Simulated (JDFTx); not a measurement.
## C: equation of state with RPBE

**Experimental background.**

From “Equation of state of cubic boron nitride at high pressures and temperatures”, 2007, arxiv:cond-mat/0702656, for a bulk crystal of C: bulk modulus 444.8 ± 0.8 GPa.

Crystal: C.

```
C
1.0
     0.00000    1.78337    1.78337
     1.78337    0.00000    1.78337
     1.78337    1.78337    0.00000
C
2
Direct
  0.75000 0.75000 0.75000
  0.50000 0.50000 0.50000
```

This isn't the form of C at room conditions, which is graphite.

```
Program             : JDFTx 1.7.0 (patched build)
Task                : equation of state
Functional          : RPBE
Potentials or basis : PseudoDojo-SR-PBE-0.5-standard
Cutoff              : 1116 eV
Density cutoff      : 8925 eV
k mesh              : 13 × 13 × 13
Occupations         : fermi-dirac, width 0.05 eV
Spin                : no spin polarisation
```

The equilibrium volume is 5.73 Å³/atom. The bulk modulus is 425 GPa and the pressure derivative of the bulk modulus is 3.7.

Energy against volume, from the lowest point:
```
volume (Å³/atom)  energy (meV/atom)
           5.332              39.62
           5.445              19.11
           5.558               6.13
           5.672               0.00
           5.785               0.12
           5.899               5.91
           6.012              16.89
```

A measured bulk modulus of C is 444.8 GPa (quoted in “Equation of state of cubic boron nitride at high pressures and temperatures”, 2007, arxiv:cond-mat/0702656); the calculated 425 GPa misses it by -4.4 %. 3 values of this kind are on record (442 to 444.8 GPa); this one was drawn at random among those near their median, those with a stated uncertainty first. The fit is for a static lattice scaled at fixed shape and fixed fractional positions.

Caveat: the potentials were made for another functional, which shifts forces and pressure.
